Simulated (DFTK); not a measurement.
Crystal: BP.

```xyz
2
Lattice="0.0000 2.2690 2.2690 2.2690 0.0000 2.2690 2.2690 2.2690 0.0000" Properties=species:S:1:pos:R:3 pbc="T T T"
P     3.4035    3.4035    3.4035
B     0.0000    0.0000    0.0000
```

Base run:

```yaml
Program: DFTK 0.8.2
Functional: AM05
Potentials_or_basis: SG15 1.2 (PBE)
Cutoff: 1225 eV
k_mesh: 10 × 10 × 10
Occupations: fermi-dirac, width 0.05 eV
Spin: no spin polarisation
```

Its results: band gap on the k mesh 1.13 eV, indirect (least direct gap 3.34 eV); pressure -1.0 GPa.

Task: After a change of settings the same cell gave: band gap on the k mesh 1.34 eV, indirect (least direct gap 3.44 eV); pressure 1.1 GPa. Which change was it?
A. functional from AM05 to WC
B. functional from AM05 to LDA
C. functional from AM05 to RPBE
D. functional from AM05 to BLYP

Result: C.

RPBE binds less tightly than AM05, so the same cell stands under more pressure.

Caveats: the potentials were made for another functional, which shifts forces and pressure.
